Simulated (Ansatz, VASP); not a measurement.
TiC: VASP beside Ansatz

Contents of INCAR:

```
SYSTEM = TiC
PREC     = Accurate       ! precision mode
ENCUT    = 520            ! plane-wave cutoff, eV
EDIFF    = 1E-8           ! SCF threshold, eV
ISMEAR   = -1             ! smearing method
SIGMA    = 0.05           ! smearing width, eV
LREAL    = .FALSE.        ! projectors in reciprocal space
LASPH    = .TRUE.         ! aspherical terms in the spheres
NELM     = 80             ! most SCF steps
ALGO     = Normal         ! electronic algorithm
ISIF     = 2              ! what is computed and relaxed
LWAVE    = .FALSE.        ! write WAVECAR
LCHARG   = .FALSE.        ! write CHGCAR
GGA      = CA             ! functional
LEFG     = .TRUE.       
NBANDS   = 15             ! bands
```

Contents of KPOINTS:

```
Automatic mesh
0
G
  18 18 18
  0 0 0
```

File POSCAR:

```
TiC
1.0
    0.0000000000      2.1640000000      2.1640000000
    2.1640000000      0.0000000000      2.1640000000
    2.1640000000      2.1640000000      0.0000000000
Ti C
1 1
Direct
    0.0000000000      0.0000000000      0.0000000000
    0.5000000000      0.5000000000      0.5000000000
```

Input for Ansatz:

```yaml
crystal:
  lattice:
    - [0.0, 2.164, 2.164]
    - [2.164, 0.0, 2.164]
    - [2.164, 2.164, 0.0]
  atoms:
    - { symbol: Ti, position: [0.0, 0.0, 0.0] }
    - { symbol: C, position: [0.5, 0.5, 0.5] }
kpoints:
  mp_grid: { grid: [18, 18, 18] }
scf:
  occupations: { method: fermi_dirac, width: 0.05 }
hamiltonian:
  xc: lda
  pseudopotentials: { kind: paw }
output:
  forces: true
  stress: true
  populations: true
  efg: { quadrupole_moments_barn: { Ti: 0.247 }, contact_densities: true }
  write_density: true
  write_potential: true
  elf: true
  volumetric_format: npy
```

Alike in both runs: task electric field gradients; functional LDA; k mesh 18 × 18 × 18; occupations fermi-dirac, width 0.05 eV; no spin polarisation.

```csv
,VASP,Ansatz
version,VASP 6.6.1,Ansatz 0.2.0
potentials or method,"VASP PAW LDA potentials, release 64 (Ti_sv, C)","plane-wave PAW, scalar-relativistic"
plane-wave cutoff (eV),520,420
valence electrons in the cell,16,16
```

|  | VASP | Ansatz | Ansatz less VASP |
| --- | --- | --- | --- |
| pressure (GPa) | -11.4 | -12.0 | -0.69 |
| Vzz of the field gradient on the site that differs most (V/Å²) | 0.0 | 0.0 | 0.00 |
